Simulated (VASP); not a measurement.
# SnSe (Pnma) in VASP: settings compared

The runs below take SnSe through relaxation of cell and atoms, with rev-vdW-DF2, PBE+D3(BJ).

Program: VASP 6.6.1. These are calculated values, not measurements. Logs are shortened: lines on timing, memory, paths and dates and some standing lists are left out, and cuts for length are marked.

## Step 1: The crystal as given

The structure is orthorhombic, space group Pnma (No. 62). Conventional cell: a = 11.420 Å, b = 4.190 Å, c = 4.460 Å, α = 90.00°, β = 90.00°, γ = 90.00°. Around Sn (site symmetry m) lie 3 Se at 2.69 to 2.83 Å. Around Se (site symmetry m) lie 3 Sn at 2.69 to 2.83 Å.

## Step 2: Relaxation of cell and atoms, rev-vdW-DF2

INCAR reads:

```
PREC = Accurate
ENCUT = 600
EDIFF = 1E-6
ISMEAR = 0
SIGMA = 0.03
LREAL = F
LASPH = T
NELM = 80
ALGO = Normal
ISIF = 3
LWAVE = F
LCHARG = F
GGA = MK
LUSE_VDW = T
AGGAC = 0.0
PARAM1 = 0.1234
PARAM2 = 0.711357
ZAB_VDW = -1.8867
IBRION = 2
NSW = 90
EDIFFG = -0.01
KPAR = 2
```

KPOINTS reads:

```
regular mesh
0
Gamma
  4 8 8
```

POSCAR reads:

```
SnSe
1.0
   11.4200000000      0.0000000000      0.0000000000
    0.0000000000      4.1900000000      0.0000000000
    0.0000000000      0.0000000000      4.4600000000
Sn Se
4 4
Direct
    0.1230000000      0.2500000000      0.0910000000
    0.3770000000      0.7500000000      0.5910000000
    0.6230000000      0.2500000000      0.4090000000
    0.8770000000      0.7500000000      0.9090000000
    0.3570000000      0.2500000000      0.0160000000
    0.1430000000      0.7500000000      0.5160000000
    0.8570000000      0.2500000000      0.4840000000
    0.6430000000      0.7500000000      0.9840000000
```

Potentials or basis: VASP PAW PBE potentials, release 64 (Sn_d, Se).

Started as:

```console
> cat potpaw_PBE.64/Sn_d/POTCAR potpaw_PBE.64/Se/POTCAR > POTCAR
> mpirun -np 2 vasp_std > vasp.out
```

OUTCAR:

```text
PREC = Accurate
   ENCUT = 600
   EDIFF = 1E-6
   ISMEAR = 0
   LREAL = F
   LASPH = T
   NELM = 80
   ISIF = 3
   GGA = MK
   IBRION = 2
   NSW = 90
   EDIFFG = -0.01

 ion  position               nearest neighbor table
   1  0.123  0.250  0.091-   5 2.69   6 2.83   6 2.83   4 3.60   4 3.60
   2  0.377  0.750  0.591-   6 2.69   5 2.83   5 2.83   3 3.60   3 3.60
   3  0.623  0.250  0.409-   7 2.69   8 2.83   8 2.83   2 3.60   2 3.60
   4  0.877  0.750  0.909-   8 2.69   7 2.83   7 2.83   1 3.60   1 3.60
   5  0.357  0.250  0.016-   1 2.69   2 2.83   2 2.83
   6  0.143  0.750  0.516-   2 2.69   1 2.83   1 2.83
   7  0.857  0.250  0.484-   3 2.69   4 2.83   4 2.83
   8  0.643  0.750  0.984-   4 2.69   3 2.83   3 2.83

  LATTYP: Found a simple orthorhombic cell.
 ALAT       =     4.1900000000
 B/A-ratio  =     1.0644391408
 C/A-ratio  =     2.7255369928

  Lattice vectors:

 A1 = (   0.0000000000,   4.1900000000,   0.0000000000)
 A2 = (   0.0000000000,   0.0000000000,   4.4600000000)
 A3 = (  11.4200000000,   0.0000000000,   0.0000000000)

Analysis of symmetry for initial positions (statically):
=====================================================================
 Subroutine PRICEL returns:
 Original cell was already a primitive cell.

 Routine SETGRP: Setting up the symmetry group for a
 simple orthorhombic supercell.

 Subroutine GETGRP returns: Found  8 space group operations
 (whereof  2 operations were pure point group operations)
 out of a pool of  8 trial point group operations.

The static configuration has the point symmetry S_2 .
 The point group associated with its full space group is D_2h.

Analysis of symmetry for dynamics (positions and initial velocities):
=====================================================================
 Subroutine PRICEL returns:
 Original cell was already a primitive cell.

 Routine SETGRP: Setting up the symmetry group for a
 simple orthorhombic supercell.

 Subroutine GETGRP returns: Found  8 space group operations
 (whereof  2 operations were pure point group operations)
 out of a pool of  8 trial point group operations.

The dynamic configuration has the point symmetry S_2 .
 The point group associated with its full space group is D_2h.

 Subroutine INISYM returns: Found  8 space group operations
 (whereof  2 operations are pure point group operations),
 and found     1 'primitive' translations

----------------------------------------------------------------------------------------

                                     Primitive cell

  volume of cell :     213.4101

  direct lattice vectors                    reciprocal lattice vectors
    11.420000000  0.000000000  0.000000000     0.087565674  0.000000000  0.000000000
     0.000000000  4.190000000  0.000000000     0.000000000  0.238663484  0.000000000
     0.000000000  0.000000000  4.460000000     0.000000000  0.000000000  0.224215247

  length of vectors
    11.420000000  4.190000000  4.460000000     0.087565674  0.238663484  0.224215247

  position of ions in fractional coordinates (direct lattice)
     0.123000000  0.250000000  0.091000000
     0.377000000  0.750000000  0.591000000
     0.623000000  0.250000000  0.409000000
     0.877000000  0.750000000  0.909000000
     0.357000000  0.250000000  0.016000000
     0.143000000  0.750000000  0.516000000
     0.857000000  0.250000000  0.484000000
     0.643000000  0.750000000  0.984000000

  ion indices of the primitive-cell ions
   primitive index   ion index
                 1           1
                 2           2
                 3           3
                 4           4
                 5           5
                 6           6
                 7           7
                 8           8

----------------------------------------------------------------------------------------

 KPOINTS: regular mesh

Automatic generation of k-mesh.
 Grid dimensions read from file:
 generate k-points for:    4    8    8

 Generating k-lattice:

  Cartesian coordinates                     Fractional coordinates (reciprocal lattice)
[... 44 lines left out ...]
   IALGO  =     38    algorithm
   IMIX   =      4    mixing-type and parameters
     AMIX     =   0.40;   BMIX     =  1.00
     AMIX_MAG =   1.60;   BMIX_MAG =  1.00
  volume/ion in A,a.u.               =      26.68       180.02
  Fermi-wavevector in a.u.,A,eV,Ry     =   1.180411  2.230653 18.957944  1.393370
  Thomas-Fermi vector in A             =   2.316704
   LORBIT       =      0    0 simple, 1 ext, 2 COOP (PROOUT), +10 PAW based schemes
   GGA     = MK    functional components
   LHFCALC =     F    Hartree Fock is set to
   AEXX    =    0.0000 exact exchange contribution
   IVDW_NL    =     1    kernel type
   BPARAM     = 6.3000
   IVDW    =     0    specifies the selected vdW correction
   LEPSILON=     F    determine dielectric tensor
   LRPA    =     F    only Hartree local field effects (RPA)
 conjugate gradient relaxation of ions
 non-spin polarized calculation
 Gauss-broadening in eV      SIGMA  =   0.03
  energy-cutoff  :      600.00
  volume of cell :      213.41
 maximum number of plane-waves:      7156
 NGX is ok and might be reduce to    96
   NGX = 45   NGY = 17   NGZ = 17

--------------------------------------- Ionic step        1  -------------------------------------------

 number of electron      79.9999997 magnetization

 Free energy of the ion-electron system (eV)
  ---------------------------------------------------
  ext. energy  EPLUGINS =         0.00000000
  ---------------------------------------------------
  free energy    TOTEN  =       -16.14122088 eV

  energy without entropy =      -16.14122088  energy(sigma->0) =      -16.14122088

------------------------ aborting loop because EDIFF is reached ----------------------------------------

  FORCE on cell =-STRESS in cart. coord.  units (eV):
  Direction    XX          YY          ZZ          XY          YZ          ZX
  --------------------------------------------------------------------------------------
  -------------------------------------------------------------------------------------
  Total        4.4715957      0.9098923      0.5911120      0.0000000      0.0000000      0.0000000
  in kB       33.5705245      6.8310203      4.4377762      0.0000000      0.0000000      0.0000000
  external PRESSURE =      14.9464403 kB  Pullay stress =       0.0000000 kB
[... 115 lines left out ...]
  energy  without entropy=      -16.1977773359  energy(sigma->0) =      -16.19777734

Total vdW correction in eV:     12.8777408

[... ionic steps 4 to 19 ...]

--------------------------------------- Ionic step       20  -------------------------------------------

 number of electron      79.9999983 magnetization

------------------------ aborting loop because EDIFF is reached ----------------------------------------
[... 83 lines left out ...]
--------------------------------------- Ionic step       22  -------------------------------------------

 number of electron      79.9999987 magnetization

 Free energy of the ion-electron system (eV)
  ---------------------------------------------------
  ext. energy  EPLUGINS =         0.00000000
  ---------------------------------------------------
  free energy    TOTEN  =       -16.20421715 eV

  energy without entropy =      -16.20421715  energy(sigma->0) =      -16.20421715

 E-fermi :   5.3094     XC(G=0):  -9.6636

 val. band max:        5.1037308646   @ k =   0.0000   0.0000   0.3750
 cond. band min:       5.7300983683   @ k =   0.0000   0.3750   0.0000
 fundamental gap:      0.6263675037
 Fermi energy:         5.3093674960

 k-point     1 :       0.0000    0.0000    0.0000
  band No.  band energies     occupation
      1     -16.1775      2.00000
      2     -16.1664      2.00000
      3     -16.1646      2.00000
      4     -16.1620      2.00000
      5     -16.1612      2.00000
      6     -16.1587      2.00000
[... 1213 lines left out ...]
     47       8.3391      0.00000
     48       8.3391      0.00000

 [... further k-points ...]

------------------------ aborting loop because EDIFF is reached ----------------------------------------

  FORCE on cell =-STRESS in cart. coord.  units (eV):
  Direction    XX          YY          ZZ          XY          YZ          ZX
  --------------------------------------------------------------------------------------
  -------------------------------------------------------------------------------------
  Total       -0.0513688     -0.0369014     -0.0143190      0.0000000      0.0000000      0.0000000
  in kB       -0.3776483     -0.2712882     -0.1052692      0.0000000      0.0000000      0.0000000
  external PRESSURE =      -0.2514019 kB  Pullay stress =       0.0000000 kB
[... 27 lines left out ...]
  energy  without entropy=      -16.2042171522  energy(sigma->0) =      -16.20421715

Total vdW correction in eV:     12.8599281

 reached required accuracy - stopping structural energy minimisation
```

It took 87 min on 2 MPI ranks of Intel Xeon Platinum 8488C (Sapphire Rapids), shared host; peak memory 1.5 GiB.

What came out:

| Item | Value |
| --- | --- |
| Free energy | -16.2042 eV |
| Relaxed volume | 27.24 Å³/atom |
| Relaxed cell | a = 11.651 Å, b = 4.203 Å, c = 4.451 Å, α = 90.00°, β = 90.00°, γ = 90.00° |
| Space group after relaxing (to 0.05 Å) | Pnma (No. 62) |
| Energy gained by relaxing | 7.9 meV/atom |
| Ionic steps | 22 |
| Pressure after relaxing | 0.0 GPa |
| Largest force after relaxing | 0.007 eV/Å |
| Band gap on the k mesh | 0.63 eV, indirect (least direct gap 0.84 eV) |

Forces on the atoms (eV/Å):
```
Sn   0.004  0.000  0.001
Sn  -0.004  0.000  0.001
Sn   0.004  0.000 -0.001
Sn  -0.004  0.000 -0.001
Se   0.005  0.000  0.005
Se  -0.005  0.000  0.005
Se   0.005  0.000 -0.005
Se  -0.005  0.000 -0.005
```

The path:
```tsv
step	energy change (eV)	largest force (eV/Å)	pressure (GPa)	volume (Å³)
1	0.0000	0.3420	1.49	213.41
2	-0.0481	0.1081	-0.79	221.15
3	-0.0566	0.0448	-0.20	218.89
4	-0.0584	0.0302	-0.02	218.05
5	-0.0585	0.0384	0.04	217.76
6	-0.0592	0.0356	0.04	217.73
7	-0.0605	0.0284	-0.01	217.65
8	-0.0606	0.0243	-0.02	217.62
9	-0.0610	0.0130	0.02	217.39
10	-0.0610	0.0170	0.04	217.29
11	-0.0613	0.0168	-0.01	217.39
12	-0.0613	0.0217	-0.04	217.48
13	-0.0615	0.0156	0.01	217.27
14	-0.0615	0.0139	0.04	217.17
15	-0.0616	0.0135	0.03	217.24
16	-0.0620	0.0112	0.03	217.43
17	-0.0625	0.0180	0.01	217.82
18	-0.0625	0.0219	0.01	217.95
19	-0.0628	0.0100	-0.08	218.20
20	-0.0628	0.0107	-0.06	218.22
21	-0.0629	0.0065	-0.04	218.04
22	-0.0630	0.0067	-0.03	217.93
```

Final structure:
```cif
data_structure
_symmetry_space_group_name_H-M 'P 1'
_symmetry_Int_Tables_number 1
_cell_length_a 11.6514
_cell_length_b 4.2026
_cell_length_c 4.4507
_cell_angle_alpha 90.000
_cell_angle_beta 90.000
_cell_angle_gamma 90.000
_cell_volume 217.93
loop_
_atom_site_label
_atom_site_type_symbol
_atom_site_fract_x
_atom_site_fract_y
_atom_site_fract_z
_atom_site_occupancy
Sn1 Sn 0.11958 0.25000 0.10136 1
Sn2 Sn 0.38042 0.75000 0.60136 1
Sn3 Sn 0.61958 0.25000 0.39864 1
Sn4 Sn 0.88042 0.75000 0.89864 1
Se1 Se 0.35624 0.25000 0.02296 1
Se2 Se 0.14376 0.75000 0.52296 1
Se3 Se 0.85624 0.25000 0.47704 1
Se4 Se 0.64376 0.75000 0.97704 1
```

Caveat: the PAW data sets were made with another functional, which shifts forces and pressure a little; spin-orbit coupling is left out, which moves the levels of the heavy elements. Zero-point motion and thermal expansion aren't in these numbers.

## Step 3: Relaxation of cell and atoms, rev-vdW-DF2

This run uses another cell than the first one, of 27.24 Å³/atom, 1.021 times its volume.

Changes to INCAR since step 2:

```diff
@@ -2,3 +2,3 @@
 ENCUT = 600
-EDIFF = 1E-6
+EDIFF = 1E-7
 ISMEAR = 0
@@ -20,3 +20,3 @@
 NSW = 90
-EDIFFG = -0.01
+EDIFFG = -0.005
 KPAR = 2
```

KPOINTS is that of step 2.

POSCAR reads:

```
SnSe                                    
1.0
   11.6514253281      0.0000000000      0.0000000000
    0.0000000000      4.2026055235     -0.0000000000
    0.0000000000     -0.0000000000      4.4506642557
  Sn              Se            
     4     4
Direct
     0.1195830973329856    0.2500000000000000    0.1013569417140022
     0.3804169026670144    0.7500000000000000    0.6013569417140023
     0.6195830973329856    0.2500000000000000    0.3986430582859978
     0.8804169026670144    0.7500000000000000    0.8986430582859977
     0.3562405347984510    0.2500000000000000    0.0229573907155929
     0.1437594652015490    0.7500000000000000    0.5229573907155930
     0.8562405347984512    0.2500000000000000    0.4770426092844071
     0.6437594652015488    0.7500000000000000    0.9770426092844070
```

Potentials or basis: VASP PAW PBE potentials, release 64 (Sn_d, Se).

Started as:

```console
> cat potpaw_PBE.64/Sn_d/POTCAR potpaw_PBE.64/Se/POTCAR > POTCAR
> mpirun -np 2 vasp_std > vasp.out
```

It took 21 min on 2 MPI ranks of Intel Xeon Platinum 8488C (Sapphire Rapids), shared host; peak memory 1.5 GiB.

It converged, with:

```yaml
Free_energy: -16.2047 eV
Relaxed_volume: 27.22 Å³/atom
Relaxed_cell: a = 11.646 Å, b = 4.200 Å, c = 4.451 Å, α = 90.00°, β = 90.00°, γ = 90.00°
Space_group_after_relaxing_to_0.05_Å: Pnma (No. 62)
Energy_gained_by_relaxing: 0.0 meV/atom
Ionic_steps: 5
Pressure_after_relaxing: 0.0 GPa
Largest_force_after_relaxing: 0.004 eV/Å
Band_gap_on_the_k_mesh: 0.62 eV, indirect (least direct gap 0.84 eV)
```

Forces on the atoms (eV/Å):
```
Sn   0.001  0.000  0.003
Sn  -0.001  0.000  0.003
Sn   0.001  0.000 -0.003
Sn  -0.001  0.000 -0.003
Se   0.003  0.000  0.003
Se  -0.003  0.000  0.003
Se   0.003  0.000 -0.003
Se  -0.003  0.000 -0.003
```

Final structure:
```yaml
crystal:
  lattice:
    - [11.64573, 0.00000, 0.00000]
    - [0.00000, 4.20019, 0.00000]
    - [0.00000, 0.00000, 4.45113]
  atoms:
    - { symbol: Sn, position: [0.11964, 0.25000, 0.10143] }
    - { symbol: Sn, position: [0.38036, 0.75000, 0.60143] }
    - { symbol: Sn, position: [0.61964, 0.25000, 0.39857] }
    - { symbol: Sn, position: [0.88036, 0.75000, 0.89857] }
    - { symbol: Se, position: [0.35640, 0.25000, 0.02335] }
    - { symbol: Se, position: [0.14360, 0.75000, 0.52335] }
    - { symbol: Se, position: [0.85640, 0.25000, 0.47665] }
    - { symbol: Se, position: [0.64360, 0.75000, 0.97665] }
```

Levels at points of the mesh, in eV from the valence-band top:
```csv
k point,band 38,band 39,band 40,band 41,band 42,band 43
"(0.00, 0.00, 0.00)",-1.26,-0.67,-0.53,0.64,2.89,3.11
"(0.50, 0.00, 0.00)",-1.79,-0.54,-0.54,2.52,2.52,2.77
"(0.00, 0.50, 0.00)",-0.95,-0.71,-0.71,1.01,1.01,1.28
"(0.50, 0.50, 0.00)",-0.93,-0.93,-0.93,1.39,1.39,1.39
"(0.00, 0.00, 0.50)",-0.76,-0.27,-0.27,1.21,1.21,1.56
"(0.50, 0.00, 0.50)",-0.44,-0.28,-0.28,1.18,1.18,1.61
"(0.00, 0.50, 0.50)",-2.24,-1.41,-1.41,2.59,2.59,3.02
"(0.50, 0.50, 0.50)",-1.53,-1.53,-1.53,2.48,2.48,2.48
```

Caveat: the PAW data sets were made with another functional, which shifts forces and pressure a little; spin-orbit coupling is left out, which moves the levels of the heavy elements.

## Step 4: Relaxation of cell and atoms, PBE+D3(BJ)

INCAR reads:

```
PREC     = Accurate       # precision mode
ENCUT    = 600            # plane-wave cutoff, eV
EDIFF    = 1E-6           # SCF threshold, eV
ISMEAR   = 0              # smearing method
SIGMA    = 0.03           # smearing width, eV
LREAL    = False          # projectors in reciprocal space
LASPH    = True           # aspherical terms in the spheres
NELM     = 80             # most SCF steps
ALGO     = Normal         # electronic algorithm
ISIF     = 3              # what is computed and relaxed
LWAVE    = False          # write WAVECAR
LCHARG   = False          # write CHGCAR
GGA      = PE             # functional
IVDW     = 12             # dispersion correction
IBRION   = 2              # ionic algorithm
NSW      = 90             # ionic steps
EDIFFG   = -0.01          # ionic threshold
KPAR     = 2
```

KPOINTS is that of step 3.

POSCAR reads:

```
SnSe
1.0
   11.4200000000      0.0000000000      0.0000000000
    0.0000000000      4.1900000000      0.0000000000
    0.0000000000      0.0000000000      4.4600000000
Sn Se
4 4
Direct
    0.1230000000      0.2500000000      0.0910000000
    0.3770000000      0.7500000000      0.5910000000
    0.6230000000      0.2500000000      0.4090000000
    0.8770000000      0.7500000000      0.9090000000
    0.3570000000      0.2500000000      0.0160000000
    0.1430000000      0.7500000000      0.5160000000
    0.8570000000      0.2500000000      0.4840000000
    0.6430000000      0.7500000000      0.9840000000
```

Started as:

```console
> cat potpaw_PBE.64/Sn_d/POTCAR potpaw_PBE.64/Se/POTCAR > POTCAR
> mpirun -np 2 vasp_std > vasp.out
```

Run time: 61 min. Hardware: 2 MPI ranks of Intel Xeon Platinum 8488C (Sapphire Rapids), shared host; peak memory 0.87 GiB.

The run converged. Its results:

```
Free energy                            : -35.7314 eV
Relaxed volume                         : 26.23 Å³/atom
Relaxed cell                           : a = 11.495 Å, b = 4.177 Å, c = 4.370 Å, α = 90.00°, β = 90.00°, γ = 90.00°
Space group after relaxing (to 0.05 Å) : Pnma (No. 62)
Energy gained by relaxing              : 7.1 meV/atom
Ionic steps                            : 18
Pressure after relaxing                : 0.0 GPa
Largest force after relaxing           : 0.009 eV/Å
Band gap on the k mesh                 : 0.53 eV, indirect (least direct gap 0.81 eV)
Dispersion energy per atom             : -0.369 eV
```

Forces on the atoms (eV/Å):
```
Sn  -0.007  0.000  0.006
Sn   0.007  0.000  0.006
Sn  -0.007  0.000 -0.006
Sn   0.007  0.000 -0.006
Se   0.001  0.000  0.002
Se  -0.001  0.000  0.002
Se   0.001  0.000 -0.002
Se  -0.001  0.000 -0.002
```

The path:
```csv
step,energy change (eV),largest force (eV/Å),pressure (GPa),volume (Å³)
1,0.0000,0.3326,0.24,213.41
2,-0.0384,0.0662,-0.48,214.60
3,-0.0388,0.0889,-0.43,214.48
4,-0.0446,0.1063,-0.05,212.42
5,-0.0459,0.1207,0.23,210.93
6,-0.0504,0.0911,0.19,210.47
7,-0.0554,0.0199,0.08,209.10
8,-0.0555,0.0183,0.08,209.27
9,-0.0559,0.0287,-0.01,209.72
10,-0.0559,0.0332,-0.07,209.91
11,-0.0559,0.0314,-0.05,209.84
12,-0.0562,0.0247,-0.04,209.83
13,-0.0564,0.0174,-0.01,209.83
14,-0.0563,0.0160,0.04,209.82
15,-0.0564,0.0144,0.01,209.83
16,-0.0565,0.0110,-0.01,209.88
17,-0.0565,0.0102,-0.01,209.88
18,-0.0566,0.0091,-0.01,209.84
```

Final structure:
```
Sn Se
1.0
    11.49512    0.00000    0.00000
     0.00000    4.17702    0.00000
     0.00000    0.00000    4.37037
Sn Se
4 4
Direct
  0.11835 0.25000 0.08923
  0.38165 0.75000 0.58923
  0.61835 0.25000 0.41077
  0.88165 0.75000 0.91077
  0.35732 0.25000 0.02052
  0.14268 0.75000 0.52052
  0.85732 0.25000 0.47948
  0.64268 0.75000 0.97948
```

Levels at points of the mesh, in eV from the valence-band top:
```tsv
k point	band 36	band 37	band 38	band 39	band 40	band 41	band 42	band 43	band 44	band 45
(0.00, 0.00, 0.00)	-1.87	-1.64	-1.34	-0.73	-0.59	0.53	3.00	3.15	3.17	3.37
(0.50, 0.00, 0.00)	-2.17	-1.94	-1.94	-0.61	-0.61	2.55	2.55	2.79	2.79	3.78
(0.00, 0.50, 0.00)	-1.65	-1.02	-1.02	-0.63	-0.63	0.92	0.92	1.39	1.39	1.65
(0.50, 0.50, 0.00)	-2.07	-0.91	-0.91	-0.91	-0.91	1.41	1.41	1.41	1.41	2.04
(0.00, 0.00, 0.50)	-1.44	-0.78	-0.78	-0.27	-0.27	1.21	1.21	1.41	1.41	1.58
(0.50, 0.00, 0.50)	-1.74	-0.46	-0.46	-0.24	-0.24	1.15	1.15	1.47	1.47	1.59
(0.00, 0.50, 0.50)	-3.28	-2.34	-2.34	-1.56	-1.56	2.62	2.62	3.00	3.00	4.68
(0.50, 0.50, 0.50)	-3.88	-1.62	-1.62	-1.62	-1.62	2.40	2.40	2.40	2.40	4.89
```

Caveat: spin-orbit coupling is left out, which moves the levels of the heavy elements. A k mesh can miss the band edges.
